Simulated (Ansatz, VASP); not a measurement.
**Cross-check of Si3Ge between VASP and Ansatz**

Aim: how closely do two programs agree when they are given the same cell, functional and k mesh? The cell is generated by rule, not measured, and may not be a known phase. The cell is taken from a series of runs on this material, whose earlier steps may have relaxed, scaled, displaced or heated it; both programs get it as it stands.

Calculated with Ansatz 0.2.0; plane waves, with VASP 6.6.1 beside it; zone-centre phonons at PBEsol.

The structure was built from a prototype and need not be the compound's stable phase.

**1. The structure**

Symmetry: R-3m, No. 166, trigonal system. Conventional cell: a = 7.760 Å, b = 7.760 Å, c = 9.498 Å, α = 90.00°, β = 90.00°, γ = 120.00°. Nearest to Si lie 3 Si at 2.36 Å and 1 Ge at 2.39 Å. Nearest to Ge lie 3 Si at 2.39 Å and 1 Ge at 2.43 Å. Farther neighbours are not listed.

**2. Ansatz: zone-centre phonons, PBEsol**

Ansatz runs on its PAW soft_1 files.

Second derivatives magnify differences that forces hide, and they need a tight electronic threshold.

input.yaml

```yaml
crystal:
  lattice:
    - [5.4858735417, -0.0010629222, -0.0010629222]
    - [-0.0010629222, 5.4858735417, -0.0010629222]
    - [-0.0010629222, -0.0010629222, 5.4858735417]
  atoms:
    - { symbol: Si, position: [0.5026137299, 0.5026137299, -0.0026740877] }
    - { symbol: Si, position: [0.5026137299, -0.0026740877, 0.5026137299] }
    - { symbol: Si, position: [-0.0026740877, 0.5026137299, 0.5026137299] }
    - { symbol: Si, position: [0.7473862701, 0.7473862701, 0.2526740877] }
    - { symbol: Si, position: [0.7473862701, 0.2526740877, 0.7473862701] }
    - { symbol: Si, position: [0.2526740877, 0.7473862701, 0.7473862701] }
    - { symbol: Ge, position: [-0.0028806513, -0.0028806513, -0.0028806513] }
    - { symbol: Ge, position: [0.2528806513, 0.2528806513, 0.2528806513] }
kpoints:
  mp_grid: { grid: [6, 6, 6], shift: [0.5, 0.5, 0.5] }
hamiltonian:
  xc: pbesol
  pseudopotentials: { kind: paw, azcp: { folder: soft_1 }, xc_functional: pbe }
scf:
  occupations: { method: fixed }
output:
  eigenvalues: true
phonons:
  method: dfpt
```

Launch:

```
$ ansatz run input.yaml --threads 8 --pin off --max-ram 16384MiB --backend cpu --events-out ev --progress --plain --runs-dir out
```

Numbers of over 12 decimals in the logs are rounded to 6 here.

Log:

```text
Engine: ansatz 0.2.0, aarch64-unknown-linux-gnu
Pseudopotentials: kind: paw
Pseudopotential: Si, paw, valence charge 4, recommended cutoff 420 eV (normal), soft_1/Si.paw.azcp
Pseudopotential: Ge, paw, valence charge 14, recommended cutoff 420 eV (normal), soft_1/Ge.paw.azcp
Functional definition: PBEsol
  exchange = pbesol_x
  correlation = pbesol_c
Crystal: 8 atoms, lattice volume = 165.096 Å³
Basis set: ecut = 420 eV, 3227 PW (Γ), exchange–correlation on 80×80×80 points (8 copies of the dense FFT grid, shifted against one another)
Bands: 34, of which v1, the nominal top of the filled ones, is band 26 counted from 1 (25 counted from 0)
Symmetry: 12 space group operations
k-points: 108 of 216 (irreducible under 1 space group operation, time reversal used)
Non-local potential: Si, projectors of the file, l = 0: 2, l = 1: 2, l = 2: 1
Non-local potential: Ge, projectors of the file, l = 0: 2, l = 1: 2, l = 2: 3, l = 3: 1
PAW form: soft (Blöchl's): semilocal exchange-correlation on the pseudo side does not see the compensation charge
PAW frozen core: Si, regenerated for the run's functional, and the local potential with it (the file was generated under x = pbe(κ = 0.804, μ = 0.219515), c = pbe(β = 0.066725))
PAW frozen core: Ge, regenerated for the run's functional, and the local potential with it (the file was generated under x = pbe(κ = 0.804, μ = 0.219515), c = pbe(β = 0.066725))
PAW one-centre angular grid: Si, 110 points (default); XC on 64 Gauss nodes
PAW one-centre angular grid: Ge, 590 points (default); XC on 64 Gauss nodes
Initial density: superposition of atomic densities (chi_scale 0.1, normalization cell, long waves kept (reshape's long-wave potential 0.01 eV rms))
Initial wavefunctions: pseudopotential atomic-orbital guess
Functional: x = pbesol(κ = 0.804, μ = 0.123457), c = pbesol(β = 0.046)
SCF iter   1: F=—  HF=-12236.647272 eV  |F-HF|=—  |Δ(HF+E_count)|=         —  Δρ=4.37e-2  dr2=2.83e0  ethr=3.10e-3  ⟨swp⟩=5.0  Hψ=14692  notcnv=0  defer=465
preconditioner: auto → Resta (q_TF=auto, 2.250 Å⁻¹)  ε∞=5.1  [insulator: Δε(μ)=0.790 eV  Ē_g=8.091 eV  n_scr=26 (ndim 8)  ℏωp=16.3 eV  f_vac=0.000  ε∞_Penn≈5.1]
SCF iter   2: F=—  HF=-12236.148914 eV  |F-HF|=—  |Δ(HF+E_count)|=   4.98e-1  Δρ=2.53e-2  dr2=9.78e-1  ethr=3.10e-3  ⟨swp⟩=2.0  Hψ=4789  notcnv=0  defer=608
SCF iter   3: F=—  HF=-12235.918593 eV  |F-HF|=—  |Δ(HF+E_count)|=   2.30e-1  Δρ=2.94e-3  dr2=1.50e-2  ethr=1.88e-3  ⟨swp⟩=3.0  Hψ=6378  notcnv=0  defer=624
SCF iter   4: F=—  HF=-12235.904828 eV  |F-HF|=—  |Δ(HF+E_count)|=   1.38e-2  Δρ=1.66e-3  dr2=5.40e-3  ethr=2.88e-5  ⟨swp⟩=3.0  Hψ=6536  notcnv=0  defer=646
SCF iter   5: F=—  HF=-12235.907144 eV  |F-HF|=—  |Δ(HF+E_count)|=   2.32e-3  Δρ=4.61e-4  dr2=4.75e-4  ethr=1.04e-5  ⟨swp⟩=3.3  Hψ=6359  notcnv=0  defer=646
SCF iter   6: F=—  HF=-12235.907582 eV  |F-HF|=—  |Δ(HF+E_count)|=   4.38e-4  Δρ=7.00e-5  dr2=7.78e-6  ethr=9.14e-7  ⟨swp⟩=2.0  Hψ=5287  notcnv=0  defer=646
SCF iter   7: F=—  HF=-12235.907592 eV  |F-HF|=—  |Δ(HF+E_count)|=   1.07e-5  Δρ=7.68e-6  dr2=5.93e-8  ethr=1.50e-8  ⟨swp⟩=2.0  Hψ=5069  notcnv=0  defer=497
SCF iter   8: F=—  HF=-12235.907593 eV  |F-HF|=—  |Δ(HF+E_count)|=   6.18e-7  Δρ=1.25e-6  dr2=2.24e-9  ethr=1.14e-10  ⟨swp⟩=2.0  Hψ=5400  notcnv=0  defer=348
SCF iter   9: F=—  HF=-12235.907593 eV  |F-HF|=—  |Δ(HF+E_count)|=   3.17e-9  Δρ=2.17e-7  dr2=1.50e-10  ethr=4.31e-12  ⟨swp⟩=2.0  Hψ=6055  notcnv=0  defer=348
SCF iter  10: F=-12235.907593 eV  HF=-12235.907593 eV  |F-HF|=0.00e0  |Δ(HF+E_count)|=  7.09e-11  Δρ=5.63e-8  dr2=8.07e-12  ethr=1.00e-12  ⟨swp⟩=15.7  Hψ=25745  notcnv=0
SCF 1 converged in 10 iterations: F = -12235.907593 eV  dr2 = 8.07e-12
  greatest PAW one-centre occupation: 0.998 electrons in one spin orbital (limit 2), on the Ge atom at site 7 (counted from 0), in its partial waves of l = 2
DFPT response loops at Γ: preconditioner auto → Resta (q_TF=auto, 2.250 Å⁻¹)  ε∞=10.5 (no band partly filled); β = 1.00, the filter's whole step (`scf.mixing.beta` (0.50) is not read by the response loops at its default; to damp them type it under 1.00, their step now; it binds the ground state too); Broyden in place of MSR1
SCF converged after 10 iterations
Free energy (F): -12235.907593 eV
Harris-Foulkes:  -12235.907593 eV  (|F-HF|=0.00e0)
Internal energy: -12235.907593 eV  (E = F + TS)
E sigma→0 (E₀):  -12235.907593 eV
Fermi energy:    6.650563 eV
--- Per-component energies (eV) ---
  E_band       = -299.109099
  E_kinetic    = 428.730560
  E_local      = -5656.667721  (includes V_loc(G=0)·N_el)
  E_nonlocal   = 576.937916
  E_hartree    = 2681.719014
  E_xc         = -477.321892
  E_vxc        = -416.740355  (∫ρ·V_xc dr)
  E_paw        = -6932.220227  (= ΣΔE_a)
  E_vpaw       = -594.807781  (= ΣTr[D̂ρ^β])
  E_aug_tail   = 0.000273  (compensation charges beyond the density's cutoff)
  E_ewald      = -2859.110756
  E_core_change = 2.025240  (= ΣΔE_core)
  E_smearing   = -0.000000  (= −TS)
  E_closure    = -0.000000  (closes the sum)
  Σ components = -12235.907593   (vs F -12235.907593, Δ=0.00e0)
--- Band table (eV; the first three rows and the last of 108) ---
  k-point 0: bands = [... 22 lower, 3.9686, 5.8493, 6.6309, 6.6309, 7.1898, 7.6421, 7.6421, 7.7649, ... 4 higher]
  k-point 1: bands = [... 22 lower, 4.1664, 4.7219, 5.9721, 6.1363, 7.5285, 8.1112, 8.3497, 8.5353, ... 4 higher]
  k-point 2: bands = [... 22 lower, 4.3754, 4.5984, 5.1946, 5.2219, 7.8674, 8.4171, 9.3775, 9.7684, ... 4 higher]
  k-point 107: bands = [... 22 lower, 4.3646, 4.5961, 5.2089, 5.2239, 7.8650, 8.4193, 9.3566, 9.7595, ... 4 higher]
--- Phonons (Γ-DFPT): 3 representative perturbations + reference, on 108 of 216 k-points (Σ response iterations 11) ---
  k mesh reduced under 1 symmetry operation, with k and −k counted as one. Each operation leaves every solved perturbation unchanged. A smaller set is not used because it would not reduce the number of displacements times k-points to solve
  ASR residual: 4.249e-5 → 0.000e0 eV/Å²; symmetrization residual: 2.122e-6 eV/Å²
  ASR residual per site (eV/Å²): 4.25e-5 4.25e-5 4.25e-5 4.25e-5 4.25e-5 4.25e-5 7.42e-6 7.42e-6
  Γ frequencies (cm⁻¹): 0.00 0.00 0.00 97.74 100.47 100.47 126.59 126.59 139.94 267.29 329.90 329.90 340.24 340.24 365.09 414.87 427.70 427.70 433.48 433.48 448.14 482.67 482.67 493.59
  non-analytic LO–TO correction: not included (Born effective charges unavailable; polar crystals: no LO–TO splitting at Γ)
```

The column dr2 measures how far the density is from self-consistency, as an energy; F and HF (Harris–Foulkes) agree once it is small.

[end of part 1 of 3]

[Lines on the potential files, build, host, timing and source positions are cut from VASP's logs without a mark.]

[Logs are printed without paths, hosts, clocks, repeated set-up lines and the standing remarks that a program may print on its own settings, such as how far it seeks lower states.]

[Hosts, paths, dates, database ids (printed as entryN), source tags and the programs' standing remarks are cut or masked in the printed files.]
